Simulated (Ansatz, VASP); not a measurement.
GaAs in VASP and in Ansatz

The input POSCAR:

```
GaAs
1.0
    0.0000000000      2.8123675000      2.8547650000
    2.8123675000      0.0000000000      2.8547650000
    2.8123675000      2.8123675000      0.0000000000
Ga As
1 1
Direct
    0.0000000000      0.0000000000      0.0000000000
    0.2500000000      0.2500000000      0.2500000000
```

File INCAR.step1:

```
SYSTEM = GaAs
  PREC = Accurate
  ENCUT = 520
  ISMEAR = 0
  SIGMA = 0.01
  LREAL = .False.
  LASPH = .True.
  NELM = 150
  MAGMOM = 0 0 0 0 0 0
  LSORBIT = .True.
  GGA_COMPAT = .False.
  NBANDS = 30
  GGA = PE
  ALGO = Normal
  EDIFF = 1E-4
  LWAVE = .True.
  LCHARG = .False.
```

Contents of INCAR.step2:

```
SYSTEM = GaAs
  PREC = Accurate
  ENCUT = 520
  EDIFF = 1E-6
  ISMEAR = 0
  SIGMA = 0.01
  LREAL = .False.
  LASPH = .True.
  NELM = 150
  ALGO = Normal
  ISIF = 2
  LWAVE = .False.
  LCHARG = .False.
  MAGMOM = 0 0 0 0 0 0
  LORBIT = 11
  LSORBIT = .True.
  GGA_COMPAT = .False.
  LORBMOM = .True.
  METAGGA = R2SCAN
  LMIXTAU = .True.
  NBANDS = 30
  ISTART = 1
```

File KPOINTS:

```
Automatic mesh
0
Gamma
  8 8 8
  0 0 0
```

Input for Ansatz:

```yaml
crystal:
  lattice:
    - [0.0, 2.8123675, 2.854765]
    - [2.8123675, 0.0, 2.854765]
    - [2.8123675, 2.8123675, 0.0]
  atoms:
    - { symbol: Ga, position: [0.0, 0.0, 0.0] }
    - { symbol: As, position: [0.25, 0.25, 0.25] }
scf:
  occupations: { method: gaussian, width: 0.01 }
  n_extra_bands: 8
output:
  eigenvalues: true
  eigenstates:
    kpoints: [[0, 0, 0], [0.5, 0.5, 0.5], [0.5, 0.5, 0]]
    e_range: [-5, 5]
hamiltonian:
  xc: r2scan
  pseudopotentials: { kind: paw_fr }
kpoints:
  mp_grid: { grid: [8, 8, 8] }
magnetization:
  noncollinear: true
  spin_orbit: true
```

Alike in both runs: task single point; functional r2SCAN; k mesh 8 × 8 × 8; occupations gaussian, width 0.01 eV; non-collinear spin, spin-orbit coupling.

|  | VASP | Ansatz |
| --- | --- | --- |
| version | VASP 6.6.1 | Ansatz 0.2.0 |
| potentials or method | VASP PAW PBE potentials, release 64 (Ga_d, As) | plane waves, PAW |
| plane-wave cutoff (eV) | 520 | 500 |
| valence electrons in the cell | 18 | 28 |

VASP gave:

| Property | Result |
| --- | --- |
| gap on the k mesh at the Fermi level (eV) | 0.86 |
| least direct gap on the mesh (eV) | 0.86 |
| net moment per atom (μB) | 0.00 |

Q: Which values does Ansatz return?

A: gap on the k mesh at the Fermi level (eV): 0.88; least direct gap on the mesh (eV): 0.88; net moment per atom (μB): 0.00.

The functional is the same, so the differences come from potentials, cutoffs and numerics. The two sets of potentials don't hold the same shells in valence.
